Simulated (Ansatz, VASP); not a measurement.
**One calculation of Hf, two programs**

File INCAR:

```
  ALGO = Normal
  EDIFF = 1E-7
  ENCUT = 520
  GGA = PS
  ISIF = 2
  ISMEAR = -1
  LASPH = True
  LCHARG = False
  LREAL = False
  LWAVE = False
  NBANDS = 22
  NELM = 80
  PREC = Accurate
  SIGMA = 0.05
```

Contents of KPOINTS:

```
k-points
0
Gamma
  6 6 9
```

File POSCAR:

```
Hf
1.0
    4.9290243154      0.0000000000      0.0000000000
   -2.4645121577      4.2686602729      0.0000000000
    0.0000000000      0.0000000000      3.0655186578
Hf
3
Direct
    0.0000000000      0.0000000000      0.0000000000
    0.3333333333      0.6666666667      0.5000000000
    0.6666666667      0.3333333333      0.5000000000
```

input.yaml

```yaml
crystal:
  lattice:
    - [4.9290243154, 0.0, 0.0]
    - [-2.4645121577, 4.2686602729, 0.0]
    - [0.0, 0.0, 3.0655186578]
  atoms:
    - { symbol: Hf, position: [0.0, 0.0, 0.0] }
    - { symbol: Hf, position: [0.3333333333, 0.6666666667, 0.5] }
    - { symbol: Hf, position: [0.6666666667, 0.3333333333, 0.5] }
hamiltonian:
  xc: pbesol
  pseudopotentials: { kind: paw }
kpoints:
  mp_grid: { grid: [6, 6, 9] }
scf:
  occupations: { method: fermi_dirac, width: 0.05 }
output:
  forces: true
  stress: true
  eigenvalues: true
  write_density: true
  write_potential: true
  elf: true
  volumetric_format: npy
```

Change from the starting cell: volume scaled by 0.98.

Alike in both runs: task single point; functional PBEsol; k mesh 6 × 6 × 9; occupations fermi-dirac, width 0.05 eV; no spin polarisation.

```csv
,VASP,Ansatz
version,VASP 6.6.1,Ansatz 0.2.0
potentials or method,"VASP PAW PBE potentials, release 64 (Hf_pv)",Ansatz PAW
plane-wave cutoff (eV),520,420
valence electrons in the cell,30,78
```

|  | VASP | Ansatz | Ansatz less VASP |
| --- | --- | --- | --- |
| gap on the k mesh at the Fermi level (eV) | none | none | - |
| pressure (GPa) | -0.9 | -0.5 | +0.38 |
| largest component of the traceless stress (GPa) | 0.47 | 0.36 | -0.115 |

A gap of «none» marks a metal or a gap that the smearing closes. The two sets of potentials don't hold the same shells in valence.

Caveats: the PAW data sets were made with another functional, which shifts forces and pressure a little (VASP); the PAW data sets come from PBE, with cores solved anew for the run's functional, which leaves a small shift of forces and pressure (Ansatz). Spin-orbit coupling is left out, which matters for the levels of Hf.
